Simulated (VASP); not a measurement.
# As: molecular dynamics with a monitored distance, by stops when the distance exceeds

As, R-3m (no. 166), 12 atoms in the cell. PBE, molecular dynamics; PAW potentials As (PBE set).

| Stops when the distance exceeds (Å) | Largest distance met (Å) | Steps run | Mean temperature (K) | Time (s) |
|---|---|---|---|---|
| 2.657 | 2.558 | 80 | 509 | 280 |
| 4.01 | 2.558 | 80 | 509 | 310 |

Limits: 240 fs of 12 atoms are too short for converged averages; the distance is that to the nearest periodic copy, which so small a cell caps; the cell is only 3.8 Å across, so each atom moves in step with near copies of itself.

## Input of the first row

INCAR:
```
GGA      = PE             # functional
PREC     = Normal         # precision mode
ENCUT    = 210            # plane-wave cutoff, eV
EDIFF    = 1E-5           # SCF threshold, eV
NELMIN   = 4            
NELM     = 60             # most SCF steps
ALGO     = Fast           # electronic algorithm
LREAL    = Auto         
LASPH    = T              # aspherical terms in the spheres
ISMEAR   = -1             # smearing method
SIGMA    = 0.05           # smearing width, eV
ISYM     = 0            
LWAVE    = F              # write WAVECAR
LCHARG   = F              # write CHGCAR
IBRION   = 0              # ionic algorithm
NSW      = 80             # ionic steps
POTIM    = 3.0            # step
TEBEG    = 600          
TEEND    = 600          
ISIF     = 2              # what is computed and relaxed
MDALGO   = 1            
ANDERSEN_PROB= 0.05         
RANDOM_SEED= 270814 0 0   
VALUE_MAX= 2.657        
VALUE_MIN= 1.253        
KPAR     = 2             
```

KPOINTS:
```
k-points
0
Gamma
  3 2 1
```

ICONST:
```
R 1 3 7
```

POSCAR:
```
As
1.0
    3.7615937974      0.0000000000      0.0000000000
    0.0000000000      6.5152715744      0.0000000000
    0.0000000000      0.0000000000     10.5421859835
As
12
Direct
    0.0000000000      0.0000000000      0.2260000000
    0.5000000000      0.5000000000      0.2260000000
    0.5000000000      0.1666666666      0.1073333333
    0.0000000001      0.6666666666      0.1073333333
    0.5000000000      0.1666666666      0.5593333333
    0.0000000001      0.6666666666      0.5593333333
    0.0000000000      0.3333333333      0.4406666667
    0.4999999999      0.8333333334      0.4406666667
    0.0000000000      0.3333333333      0.8926666667
    0.4999999999      0.8333333334      0.8926666667
    0.0000000000      0.0000000000      0.7740000000
    0.5000000000      0.5000000000      0.7740000000
```

Commands:
```
cat potpaw_PBE.64/As/POTCAR > POTCAR
mpirun -np 2 vasp_std > vasp.out
```

Changes of the last row against the first:
```
- VALUE_MAX = 2.657
+ VALUE_MAX = 4.01
```

VASP 6.6.1 took 280 s on 2 cores (Intel Xeon Platinum 8488C (Sapphire Rapids)), a shared host.
